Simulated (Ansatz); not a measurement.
Crystal: BaTiO3 (Barioperovskite).

```
Ba Ti O
1.0
     3.98550    0.00000    0.00000
     0.00000    2.83690    2.84515
     0.00000   -2.83690    2.84515
Ba Ti O
1 1 3
Direct
  0.00000 0.00000 0.00000
  0.50000 0.51240 0.51240
  0.50000 0.99184 0.50524
  0.50000 0.50524 0.99184
  0.00000 0.48740 0.48740
```

Base run:

* Program: Ansatz 0.2.0
* Functional: PBE
* Potentials or basis: Ansatz PAW
* Cutoff: 600 eV
* Density cutoff: 2400 eV
* k mesh: 7 × 7 × 7
* Occupations: fermi-dirac, width 0.05 eV
* Spin: no spin polarisation

Its results: band gap on the k mesh 1.98 eV, indirect (least direct gap 2.08 eV); pressure 2.3 GPa; largest force 0.270 eV/Å.

Task: The run is repeated on the same cell with these changes: functional from PBE to RPBE; cutoff from 600 eV to 420 eV (not typed: the program's choice for these potentials). What comes out?

Result: Band gap on the k mesh 2.02 eV, indirect (least direct gap 2.12 eV); pressure 6.6 GPa; largest force 0.264 eV/Å.

RPBE binds less tightly than PBE, so the same cell stands under more pressure.

Caveats: spin-orbit coupling is left out, which moves the levels of the heavy elements; odd divisions of the mesh miss points on the zone boundary, where band edges often lie, so the gap on the mesh can be too wide (some runs); the k mesh misses the band edges, so the gap on the mesh is wider than the one along the path (some runs); the PAW data sets come from PBE, with cores solved anew for the run's functional, which leaves a small shift of forces and pressure (some runs).
